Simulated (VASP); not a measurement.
# PbSe (Fm-3m) in VASP: single point with HSE06

Aim: the single point of PbSe with HSE06.

Program: VASP 6.6.1. These are calculated values, not measurements. Logs are shortened: lines on timing, memory, paths and dates and some standing lists are left out, and cuts for length are marked.

**Measured values to compare with.**

A printed reference work, monograph reports, for a bulk crystal of PbSe at 300 K: band gap 0.28 eV (direct).

The runs below are set against these values where they give the same quantity.

## Step 1: The cell of the first run

Symmetry: Fm-3m, No. 225, cubic system. Conventional cell: a = 6.139 Å, b = 6.139 Å, c = 6.139 Å, α = 90.00°, β = 90.00°, γ = 90.00°. Within 4.0 Å of Pb (site symmetry m-3m) lie 6 Se at 3.07 Å. Within 4.0 Å of Se (site symmetry m-3m) lie 6 Pb at 3.07 Å.

## Step 2: Single point, HSE06

The input, POSCAR:

```
PbSe
1.0
    0.0000000000      3.0696893610      3.0696893610
    3.0696893610      0.0000000000      3.0696893610
    3.0696893610      3.0696893610      0.0000000000
Pb Se
1 1
Direct
    0.0000000000      0.0000000000      0.0000000000
    0.5000000000      0.5000000000      0.5000000000
```

The input, INCAR.step1:

```
ALGO = Normal ; EDIFF = 1E-5
ENCUT = 520 ; GGA = PE
ISIF = 2 ; ISMEAR = 0
LASPH = T ; LCHARG = F
LREAL = F ; LWAVE = T
NBANDS = 17 ; NELM = 80
PREC = Accurate ; SIGMA = 0.01
```

The input, INCAR.step2:

```
ALGO = Normal ; EDIFF = 1E-7
ENCUT = 520 ; GGA = PE
HFSCREEN = 0.2079 ; ISIF = 2
ISMEAR = 0 ; ISTART = 1
LASPH = T ; LCHARG = F
LHFCALC = T ; LREAL = F
LWAVE = F ; NBANDS = 17
NELM = 80 ; PREC = Accurate
PRECFOCK = Normal ; SIGMA = 0.01
```

The input, KPOINTS:

```
k-points
0
Gamma
  6 6 6
```

Potentials or basis: VASP PAW PBE potentials, release 64 (Pb_d, Se).

Run with:

```
$ cat potpaw_PBE.64/Pb_d/POTCAR potpaw_PBE.64/Se/POTCAR > POTCAR
$ cp INCAR.step1 INCAR
$ mpirun -np 1 vasp_std > vasp.out
$ cp INCAR.step2 INCAR
$ mpirun -np 1 vasp_std > vasp.out
```

OUTCAR:

```text
EDIFF = 1E-7
   ENCUT = 520
   GGA = PE
   HFSCREEN = 0.2079
   ISIF = 2
   ISMEAR = 0
   ISTART = 1
   LASPH = T
   LHFCALC = T
   LREAL = F
   NELM = 80
   PREC = Accurate
   PRECFOCK = Normal

 ion  position               nearest neighbor table
   1  0.000  0.000  0.000-   2 3.07   2 3.07   2 3.07   2 3.07   2 3.07   2 3.07
   2  0.500  0.500  0.500-   1 3.07   1 3.07   1 3.07   1 3.07   1 3.07   1 3.07

  LATTYP: Found a face centered cubic cell.
 ALAT       =     6.1393787220

  Lattice vectors:

 A1 = (   0.0000000000,   3.0696893610,   3.0696893610)
 A2 = (   3.0696893610,   0.0000000000,   3.0696893610)
 A3 = (   3.0696893610,   3.0696893610,   0.0000000000)

Analysis of symmetry for initial positions (statically):
=====================================================================
 Subroutine PRICEL returns:
 Original cell was already a primitive cell.

 Routine SETGRP: Setting up the symmetry group for a
 face centered cubic supercell.

 Subroutine GETGRP returns: Found 48 space group operations
 (whereof 48 operations were pure point group operations)
 out of a pool of 48 trial point group operations.

The static configuration has the point symmetry O_h .

Analysis of symmetry for dynamics (positions and initial velocities):
=====================================================================
 Subroutine PRICEL returns:
 Original cell was already a primitive cell.

 Routine SETGRP: Setting up the symmetry group for a
 face centered cubic supercell.

 Subroutine GETGRP returns: Found 48 space group operations
 (whereof 48 operations were pure point group operations)
 out of a pool of 48 trial point group operations.

The dynamic configuration has the point symmetry O_h .

 Subroutine INISYM returns: Found 48 space group operations
 (whereof 48 operations are pure point group operations),
 and found     1 'primitive' translations

----------------------------------------------------------------------------------------

                                     Primitive cell

  volume of cell :      57.8513

  direct lattice vectors                    reciprocal lattice vectors
[... 80 lines left out ...]
   EDIFFG = 0.1E-05   stopping-criterion for IOM
   NSW    =      0    number of steps for IOM
   IBRION =     -1    ionic relax: 0-MD 1-quasi-New 2-CG
   NFREE  =      0    steps in history (QN), initial steepest desc. (CG)
   ISIF   =      2    stress and relaxation
   ISYM   =      3    0-nonsym 1-usesym 2-fastsym
   POTIM  = 0.5000    time-step for ionic-motion
   TEBEG  =    0.0;   TEEND  =   0.0 temperature during run
   PSTRESS=    0.0 pullay stress
   NELECT =      20.0000    total number of electrons
   NUPDOWN=      -1.0000    fix difference up-down
   EMIN   =  10.00;   EMAX   =-10.00  energy-range for DOS
   EFERMI =   0.00;   METHOD = LEGACY
   ISMEAR =     0;   SIGMA  =   0.01  broadening in eV -4-tet -1-fermi 0-gaus
   EFERMI_NEDOS =   21; number of points for ismear=-14 and -15
   IALGO  =     38    algorithm
   IMIX   =      1    mixing-type and parameters
     AMIX     =   0.40;   BMIX     =  1.00
     AMIX_MAG =   1.60;   BMIX_MAG =  1.00
  volume/ion in A,a.u.               =      28.93       195.20
  Fermi-wavevector in a.u.,A,eV,Ry     =   1.148983  2.171264 17.961905  1.320163
  Thomas-Fermi vector in A             =   2.285655
   LORBIT       =      0    0 simple, 1 ext, 2 COOP (PROOUT), +10 PAW based schemes
   GGA     = PE    functional components
   LHFCALC =     T    Hartree Fock is set to
   PRECFOCK=normal    Normal, Fast or Accurate (Low or Medium for compatibility)
   ENCUT4O =  -1.0   cutoff for four orbital integrals eV
   NKREDX  =     1    reduce k-point grid by
   NKREDY  =     1    reduce k-point grid by
   NKREDZ  =     1    reduce k-point grid by
   AEXX    =    0.2500 exact exchange contribution
   HFSCREEN=    0.2079 screening length (either q_TF or 0.3 A-1)
   HFSCREENC=   0.2079 screening length for correlation (either q_TF or 0.3 A-1)
   ENCUTFOCK=  -1.0 apply spherical cutoff to Coloumb kernel
   IVDW    =     0    specifies the selected vdW correction
   LEPSILON=     F    determine dielectric tensor
   LRPA    =     F    only Hartree local field effects (RPA)
 non-spin polarized calculation
 Gauss-broadening in eV      SIGMA  =   0.01
  energy-cutoff  :      520.00
  volume of cell :       57.85
 maximum number of plane-waves:      1588
  NGX = 28; NGY = 28; NGZ = 28

 number of electron      19.9999997 magnetization

 Free energy of the ion-electron system (eV)
  ---------------------------------------------------
  ext. energy  EPLUGINS =         0.00000000
  ---------------------------------------------------
  free energy    TOTEN  =        -9.73657207 eV

  energy without entropy =       -9.73657207  energy(sigma->0) =       -9.73657207

 E-fermi :   4.7511     XC(G=0):  -7.8973

 val. band max:        4.6717857085   @ k =   0.5000   0.0000   0.0000
 cond. band min:       5.4061322042   @ k =   0.5000   0.0000   0.0000
 fundamental gap:      0.7343464957
 Fermi energy:         4.7510509189

 k-point     1 :       0.0000    0.0000    0.0000
  band No.  band energies     occupation
      1     -13.9424      2.00000
      2     -13.9424      2.00000
      3     -13.9370      2.00000
      4     -13.9370      2.00000
      5     -13.9370      2.00000
      6     -10.2836      2.00000
[... 297 lines left out ...]
      4     -13.9101      2.00000
      5     -13.8944      2.00000
      6      -8.7048      2.00000
[... 9 lines left out ...]
     16      17.2525      0.00000
     17      18.2950      0.00000

------------------------ aborting loop because EDIFF is reached ----------------------------------------

  FORCE on cell =-STRESS in cart. coord.  units (eV):
  Direction    XX          YY          ZZ          XY          YZ          ZX
  --------------------------------------------------------------------------------------
  -------------------------------------------------------------------------------------
  Total        0.2520859      0.2520859      0.2520859      0.0000000      0.0000000      0.0000000
  in kB        6.9814548      6.9814548      6.9814548      0.0000000      0.0000000      0.0000000
  external PRESSURE =       6.9814548 kB  Pullay stress =       0.0000000 kB

 VOLUME and BASIS-vectors are now :
 -----------------------------------------------------------------------------
  energy-cutoff  :      520.00
  volume of cell :       57.85
      direct lattice vectors                 reciprocal lattice vectors
     0.000000000  3.069689361  3.069689361    -0.162882931  0.162882931  0.162882931
     3.069689361  0.000000000  3.069689361     0.162882931 -0.162882931  0.162882931
     3.069689361  3.069689361  0.000000000     0.162882931  0.162882931 -0.162882931

 POSITION                                       TOTAL-FORCE (eV/Angst)
 -----------------------------------------------------------------------------------
      0.00000      0.00000      0.00000         0.000000     -0.000000      0.000000
      3.06969      3.06969      3.06969        -0.000000      0.000000     -0.000000
 -----------------------------------------------------------------------------------
    total drift:                               -0.000011     -0.000016     -0.000023

  FREE ENERGIE OF THE ION-ELECTRON SYSTEM (eV)
  ---------------------------------------------------
  free  energy   TOTEN  =        -9.7365720661 eV

  energy  without entropy=       -9.7365720661  energy(sigma->0) =       -9.73657207
```

OUTCAR.step1:

```text
EDIFF = 1E-5
   ENCUT = 520
   GGA = PE
   ISIF = 2
   ISMEAR = 0
[... 530 lines left out ...]
 -----------------------------------------------------------------------------------
      0.00000      0.00000      0.00000         0.000000     -0.000000      0.000000
      3.06969      3.06969      3.06969         0.000000      0.000000     -0.000000
 -----------------------------------------------------------------------------------
    total drift:                                0.000000     -0.000000     -0.000000

  FREE ENERGIE OF THE ION-ELECTRON SYSTEM (eV)
  ---------------------------------------------------
  free  energy   TOTEN  =        -8.1881735460 eV

  energy  without entropy=       -8.1881735460  energy(sigma->0) =       -8.18817355
```

OSZICAR.step1:

```text
N       E                     dE             d eps       ncg     rms          rms(c)
DAV:   1     0.159732050265E+03    0.15973E+03   -0.95883E+03   544   0.119E+03
DAV:   2     0.357750384128E+01   -0.15615E+03   -0.15058E+03   578   0.311E+02
DAV:   3    -0.818492500511E+01   -0.11762E+02   -0.11635E+02   694   0.903E+01
DAV:   4    -0.847172445981E+01   -0.28680E+00   -0.28662E+00   716   0.156E+01
DAV:   5    -0.848076817926E+01   -0.90437E-02   -0.90434E-02   756   0.268E+00    0.275E+00
DAV:   6    -0.818945883761E+01    0.29131E+00   -0.72340E-01   786   0.580E+00    0.155E+00
DAV:   7    -0.818512744899E+01    0.43314E-02   -0.12285E-01   627   0.168E+00    0.857E-01
DAV:   8    -0.818858456566E+01   -0.34571E-02   -0.13431E-02   661   0.124E+00    0.173E-01
DAV:   9    -0.818810044517E+01    0.48412E-03   -0.29289E-03   811   0.523E-01    0.512E-02
DAV:  10    -0.818816654968E+01   -0.66105E-04   -0.23165E-04   625   0.857E-02    0.188E-02
DAV:  11    -0.818817354597E+01   -0.69963E-05   -0.59977E-05   704   0.764E-02
   1 F= -.81881735E+01 E0= -.81881735E+01  d E =-.228203E-20
```

Wall time 1.8 h (1 thread of Oxide Virtual Turin-like, shared host); peak memory 0.28 GiB.

Results:

```
Free energy            : -9.7366 eV
Pressure               : 0.7 GPa
Band gap on the k mesh : 0.73 eV
```

Caveat: the PAW data sets were made with another functional, which shifts forces and pressure a little; spin-orbit coupling is left out, which moves the levels of the heavy elements.

## Step 3: Against experiment

Step 2. A measured gap of PbSe is 0.28 eV (direct; 300 K; a printed reference work, monograph); the calculated 0.73 eV misses it by +0.45 eV. 2 values of this kind are on record (0.15 to 0.28 eV); this one was drawn at random. Spin-orbit coupling on Pb, Se is left out. The value is that of HSE06 on a finite k mesh, which can miss the band edges, without temperature or zero-point motion.
